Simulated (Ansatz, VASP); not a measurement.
AlN in VASP and in Ansatz

The input INCAR:

```
PREC = Accurate
ENCUT = 520
EDIFF = 1E-6
ISMEAR = 0
SIGMA = 0.02
LREAL = False
LASPH = True
NELM = 100
ALGO = Normal
ISIF = 2
LWAVE = False
LCHARG = False
GGA = PE
NBANDS = 16
```

The input KPOINTS:

```
Automatic mesh
0
Gamma
  12 12 6
```

File POSCAR:

```
AlN
1.0
    2.9893490409      0.0000000000      0.0000000000
   -1.4946745204      2.5888522102      0.0000000000
    0.0000000000      0.0000000000      4.7922313731
Al N
2 2
Direct
    0.6666666667      0.3333333333      0.4988776967
    0.3333333333      0.6666666667      0.9988776967
    0.6666666667      0.3333333333      0.8811223033
    0.3333333333      0.6666666667      0.3811223033
```

Input for Ansatz:

```yaml
crystal:
  lattice:
    - [2.9893490409, 0.0, 0.0]
    - [-1.4946745204, 2.5888522102, 0.0]
    - [0.0, 0.0, 4.7922313731]
  atoms:
    - { symbol: Al, position: [0.6666666667, 0.3333333333, 0.4988776967] }
    - { symbol: Al, position: [0.3333333333, 0.6666666667, 0.9988776967] }
    - { symbol: "N", position: [0.6666666667, 0.3333333333, 0.8811223033] }
    - { symbol: "N", position: [0.3333333333, 0.6666666667, 0.3811223033] }
basis:
  ecutwfc: 420
kpoints:
  mp_grid: { grid: [12, 12, 6] }
  band_path: { path: [VBM, CBM], npoints: 2 }
hamiltonian:
  xc: pbe
scf:
  occupations: { method: gaussian, width: 0.02 }
output:
  forces: true
  stress: true
  eigenvalues: true
checkpoint:
  read: start.run
  write: ck
  compress: false
  write_wavefunctions: false
  write_every: 100000
```

Alike in both runs: task single point; functional PBE; k mesh 12 × 12 × 6; occupations gaussian, width 0.02 eV; no spin polarisation.

```csv
,VASP,Ansatz
version,VASP 6.6.1,Ansatz 0.2.0
potentials or method,"VASP PAW PBE potentials, release 64 (Al, N)","scalar-relativistic, plane waves, PAW"
plane-wave cutoff (eV),520,420
valence electrons in the cell,16,16
```

|  | VASP | Ansatz | Ansatz less VASP |
| --- | --- | --- | --- |
| gap on the k mesh at the Fermi level (eV) | 5.09 | 5.10 | +0.009 |
| least direct gap on the mesh (eV) | 5.29 | 5.27 | -0.018 |

With one functional, cell and mesh, what is left measures potentials, basis and numerics.

 PBE gaps usually lie below the measured ones, often by a third to a half. A k mesh can miss the band edges.
